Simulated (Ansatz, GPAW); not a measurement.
# Hf: programs and potentials compared

```
Hf
1.0
     3.12635    0.00000    0.00000
    -1.04212    2.94755    0.00000
    -1.04212   -1.47378    2.55266
Hf
1
Cartesian
  0.0000 0.0000 0.0000
```

This isn't the form of Hf at room conditions, which is hcp.

Alike in all runs: task single point; functional PBEsol; k mesh 10 × 10 × 10; occupations gaussian, width 0.1 eV; no spin polarisation; no spin-orbit coupling. Pressure is positive in compression and, in plane waves, holds the error of the finite cutoff, which Ansatz's Pulay term estimates and takes out.

```csv
program and potentials,plane-wave cutoff (eV),notes,band gap (eV),pressure (GPa)
"Ansatz, Ansatz PAW",420,"potentials made for PBE, which Ansatz adapts in part; 26 valence electrons an atom on average; Pulay term of +0.04 GPa included",no gap,-9.07
"Ansatz, all-electron LAPW, scalar-relativistic",-,-,?,?
"GPAW, PAW data sets generated for this functional",600,12 valence electrons an atom on average,no gap,-8.72
```

Estimate from the other rows what the run with Ansatz, all-electron LAPW, scalar-relativistic gave.

No band gap; pressure -9.05 GPa. The other rows, which needn't bracket it: pressure -9.07 to -8.72.
